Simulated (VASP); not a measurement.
# Sm (I4/mmm) in VASP: further runs, part 3 of 3

VASP 6.6.1. The steps go on from the part before.

## 5. Single point, PBE, collinear spin, ferromagnetic start

Input file INCAR:

```
SYSTEM = Sm
PREC = Accurate
ENCUT = 220
EDIFF = 1E-6
ISMEAR = 1
SIGMA = 0.2
LREAL = .False.
LASPH = .True.
NELM = 100
ALGO = Normal
ISIF = 2
LWAVE = .False.
LCHARG = .False.
ISPIN = 2
MAGMOM = 5
LORBIT = 11
LMAXMIX = 6
GGA = PE
ADDGRID = .False.
```

Input file KPOINTS:

```
regular mesh
0
Gamma
  9 9 9
  0 0 0
```

Input file POSCAR:

```
Sm
1.0
   -1.8173030691      1.8173030691      2.5609871902
    1.8173030691     -1.8173030691      2.5609871902
    1.8173030691      1.8173030691     -2.5609871902
Sm
1
Direct
    0.0000000000      0.0000000000      0.0000000000
```

Potentials or basis: VASP PAW PBE potentials, release 64 (Sm).

On the command line:

```console
$ cat potpaw_PBE.64/Sm/POTCAR > POTCAR
$ mpirun -np 1 vasp_std > vasp.out
```

OUTCAR:

```text
SYSTEM = Sm
   PREC = Accurate
   ENCUT = 220
   EDIFF = 1E-6
   ISMEAR = 1
   LREAL = .False.
   LASPH = .True.
   NELM = 100
   ISIF = 2
   ISPIN = 2
   LORBIT = 11
   GGA = PE

 Found     75 irreducible k-points:

 Following reciprocal coordinates:
            Coordinates               Weight
  0.000000  0.000000  0.000000      1.000000
  0.111111 -0.000000  0.000000      8.000000
  0.222222 -0.000000  0.000000      8.000000
  0.333333  0.000000  0.000000      8.000000
  0.444444 -0.000000  0.000000      8.000000
  0.111111  0.111111  0.000000      8.000000
   k-points           NKPTS =     75   k-points in BZ     NKDIM =     75   number of bands    NBANDS=     15
   number of dos      NEDOS =    301   number of ions     NIONS =      1
   total plane-waves  NPLWV =   5832
   dimension x,y,z NGX =    18 NGY =   18 NGZ =   18
   dimension x,y,z NGXF=    36 NGYF=   36 NGZF=   36
   ions per type =               1
   NGX,Y,Z   is equivalent  to a cutoff of   8.25,  8.25,  8.25 a.u.
   NGXF,Y,Z  is equivalent  to a cutoff of  16.50, 16.50, 16.50 a.u.
 SYSTEM =  Sm
   PREC   = accura    normal or accurate (medium, high low for compatibility)
   ISTART =      0    job   : 0-new  1-cont  2-samecut
   ICHARG =      2    charge: 1-file 2-atom 10-const
   ISPIN  =      2    spin polarized calculation?
   LNONCOLLINEAR =      F non collinear calculations
   LSORBIT =      F    spin-orbit coupling
   LASPH  =      T    aspherical Exc in radial PAW
   ENCUT  =  220.0 eV  16.17 Ry    4.02 a.u.   4.39  4.39  4.39*2*pi/ulx,y,z
   NELM   =    100;   NELMIN=  2; NELMDL= -5     # of ELM steps
   EDIFF  = 0.1E-05   stopping-criterion for ELM
   LREAL  =      F    real-space projection
   EDIFFG = 0.1E-04   stopping-criterion for IOM
   NSW    =      0    number of steps for IOM
   IBRION =     -1    ionic relax: 0-MD 1-quasi-New 2-CG
   NFREE  =      0    steps in history (QN), initial steepest desc. (CG)
   ISIF   =      2    stress and relaxation
   ISYM   =      2    0-nonsym 1-usesym 2-fastsym
   POTIM  = 0.5000    time-step for ionic-motion
   TEBEG  =    0.0;   TEEND  =   0.0 temperature during run
   PSTRESS=    0.0 pullay stress
   NELECT =      16.0000    total number of electrons
   NUPDOWN=      -1.0000    fix difference up-down
   EMIN   =  10.00;   EMAX   =-10.00  energy-range for DOS
   EFERMI =   0.00;   METHOD = LEGACY
   ISMEAR =     1;   SIGMA  =   0.20  broadening in eV -4-tet -1-fermi 0-gaus
   EFERMI_NEDOS =   21; number of points for ismear=-14 and -15
   IALGO  =     38    algorithm
   IMIX   =      4    mixing-type and parameters
     AMIX     =   0.40;   BMIX     =  1.00
     AMIX_MAG =   1.60;   BMIX_MAG =  1.00
  volume/ion in A,a.u.               =      33.83       228.31
  Fermi-wavevector in a.u.,A,eV,Ry     =   1.275481  2.410310 22.134675  1.626853
  Thomas-Fermi vector in A             =   2.408191
   LORBIT       =     11    0 simple, 1 ext, 2 COOP (PROOUT), +10 PAW based schemes
   GGA     = PE    functional components
   LHFCALC =     F    Hartree Fock is set to
   AEXX    =    0.0000 exact exchange contribution
   IVDW    =     0    specifies the selected vdW correction
   LEPSILON=     F    determine dielectric tensor
   LRPA    =     F    only Hartree local field effects (RPA)
 spin polarized calculation
 Methfessel and Paxton  Order N= 1 SIGMA  =   0.20
  energy-cutoff  :      220.00
  volume of cell :       33.83
 maximum number of plane-waves:       265
 NGX is ok and might be reduce to    18
   NGX =  9   NGY =  9   NGZ =  9

 number of electron      16.0000004 magnetization       6.4782935

 Free energy of the ion-electron system (eV)
  ---------------------------------------------------
  ext. energy  EPLUGINS =         0.00000000
  ---------------------------------------------------
  free energy    TOTEN  =        -8.85225117 eV

  energy without entropy =       -8.82900311  energy(sigma->0) =       -8.84450182

 E-fermi :   3.0956     XC(G=0):  -9.8109

 val. band max:        3.0941034620   @ k =   0.4444   0.1111   0.0000
 cond. band min:       3.1052435468   @ k =   0.4444   0.2222   0.1111
 fundamental gap:      0.0111400848
 Fermi energy:         3.0955584394

 spin component 1

 k-point     1 :       0.0000    0.0000    0.0000
  band No.  band energies     occupation
      1     -37.1242      1.00000
      2     -16.1844      1.00000
      3     -16.1840      1.00000
      4     -16.1840      1.00000
      5      -1.4741      1.00000
      6       2.7709      1.02200
      7       2.8176      1.03214
      8       2.8176      1.03214
      9       2.8195      1.03246
     10       2.8807      1.03122
     11       2.8807      1.03122
     12       2.8836      1.03026
     13       4.7995     -0.00000
     14       4.7995     -0.00000
     15       4.8304     -0.00000

 k-point     2 :       0.1111   -0.0000    0.0000
  band No.  band energies     occupation
      1     -37.1127      1.00000
      2     -16.3188      1.00000
      3     -16.2033      1.00000
      4     -16.2029      1.00000
      5      -1.1267      1.00000
      6       2.7433      1.01597
      7       2.7627      1.02013
      8       2.7632      1.02023
      9       2.8180      1.03221
     10       2.8660      1.03444
     11       2.8837      1.03024
     12       2.8859      1.02945
     13       4.5645     -0.00000
     14       4.9903     -0.00000
     15       5.0119     -0.00000
[... 41 lines left out ...]
      3     -16.3101      1.00000
      4     -16.3057      1.00000
      5       0.8707      1.00000
      6       2.5889      1.00100
      7       2.5906      1.00104
      8       2.7058      1.00940
      9       2.8274      1.03370
     10       3.0634      0.63402
     11       3.0645      0.62960
     12       3.0658      0.62455
     13       4.5645     -0.00000
     14       4.6572     -0.00000
     15       4.6949     -0.00000

 k-point     6 :       0.1111    0.1111    0.0000
  band No.  band energies     occupation
      1     -37.0948      1.00000
      2     -16.4406      1.00000
      3     -16.2629      1.00000
      4     -16.2138      1.00000
      5      -0.5814      1.00000
      6       2.7040      1.00914
      7       2.7284      1.01309
      8       2.7297      1.01332
      9       2.7918      1.02681
     10       2.8360      1.03471
     11       2.9262      1.00106
     12       2.9266      1.00062
     13       4.2722     -0.00000
     14       5.1632     -0.00000
     15       5.3233     -0.00000

 [... further k-points ...]

 spin component 2

 k-point     1 :       0.0000    0.0000    0.0000
  band No.  band energies     occupation
      1     -34.5248      1.00000
      2     -14.1854      1.00000
      3     -14.1850      1.00000
      4     -14.1850      1.00000
      5      -0.2206      1.00000
      6       6.0062     -0.00000
      7       6.0503     -0.00000
      8       6.0503     -0.00000
      9       6.0807     -0.00000
     10       6.6342     -0.00000
     11       6.6342     -0.00000
     12       6.6389     -0.00000
     13       7.2995      0.00000
     14       7.2995      0.00000
     15       7.3015      0.00000

 k-point     2 :       0.1111   -0.0000    0.0000
  band No.  band energies     occupation
      1     -34.5124      1.00000
      2     -14.3332      1.00000
      3     -14.2045      1.00000
      4     -14.2041      1.00000
      5       0.1415      1.00000
      6       5.4188     -0.00000
      7       6.1334     -0.00000
      8       6.1539     -0.00000
      9       6.4048     -0.00000
     10       6.6176     -0.00000
     11       6.6216     -0.00000
     12       6.6491     -0.00000
     13       7.3001      0.00000
     14       7.3092      0.00000
     15       7.3114      0.00000
[... 41 lines left out ...]
      3     -14.3234      1.00000
      4     -14.3184      1.00000
      5       2.2116      1.00000
      6       5.4250     -0.00000
      7       5.7707     -0.00000
      8       5.8080     -0.00000
      9       6.2494     -0.00000
     10       6.8239     -0.00000
     11       6.8253     -0.00000
     12       7.0299     -0.00000
     13       7.0608     -0.00000
     14       7.0628     -0.00000
     15       7.3120      0.00000

 k-point     6 :       0.1111    0.1111    0.0000
  band No.  band energies     occupation
      1     -34.4895      1.00000
      2     -14.4851      1.00000
      3     -14.2772      1.00000
      4     -14.2132      1.00000
      5       0.6989      1.00000
      6       5.0155     -0.00000
      7       6.0485     -0.00000
      8       6.2789     -0.00000
      9       6.5187     -0.00000
     10       6.5509     -0.00000
     11       6.6958     -0.00000
     12       6.7695     -0.00000
     13       7.2492      0.00000
     14       7.2771      0.00000
     15       7.5013      0.00000

 [... further k-points ...]
[... 5 lines left out ...]
  --------------------------------------------------------------------------------------
  -------------------------------------------------------------------------------------
  Total       -2.7824942     -2.7824942     -2.7714412      0.0000000     -0.0000000      0.0000000
  in kB     -131.7718781   -131.7718781   -131.2484342      0.0000000     -0.0000000      0.0000000
  external PRESSURE =    -131.5973968 kB  Pullay stress =       0.0000000 kB

 VOLUME and BASIS-vectors are now :
 -----------------------------------------------------------------------------
  energy-cutoff  :      220.00
  volume of cell :       33.83
      direct lattice vectors                 reciprocal lattice vectors
    -1.817303069  1.817303069  2.560987190     0.000000000  0.275132975  0.195237212
     1.817303069 -1.817303069  2.560987190     0.275132975  0.000000000  0.195237212
     1.817303069  1.817303069 -2.560987190     0.275132975  0.275132975  0.000000000

 POSITION                                       TOTAL-FORCE (eV/Angst)
 -----------------------------------------------------------------------------------
      0.00000      0.00000      0.00000         0.000000      0.000000      0.000000
 -----------------------------------------------------------------------------------
    total drift:                                0.000000      0.000000      0.000000

  FREE ENERGIE OF THE ION-ELECTRON SYSTEM (eV)
  ---------------------------------------------------
  free  energy   TOTEN  =        -8.8522511695 eV

  energy  without entropy=       -8.8290031139  energy(sigma->0) =       -8.84450182

 total charge

# of ion       s       p       d       f       tot
--------------------------------------------------
    1        2.073   5.794   0.474   5.447  13.788

 magnetization (x)

# of ion       s       p       d       f       tot
--------------------------------------------------
    1       -0.003  -0.031   0.251   5.440   5.658
```

It took 33 s on 1 thread of Intel Xeon Platinum 8488C (Sapphire Rapids), shared host; peak memory 0.14 GiB.

The run converged, but a check on its numbers failed (symmetry, net force, bounds or a known fault of this set-up), so they aren't taken as properties of the crystal.

Caveat: the cutoff lies under the usual one of these potentials, so the numbers hold a large basis-set error; the magnetic or orbital state may not be the lowest; spin-orbit coupling is left out, which moves the levels of the heavy elements.
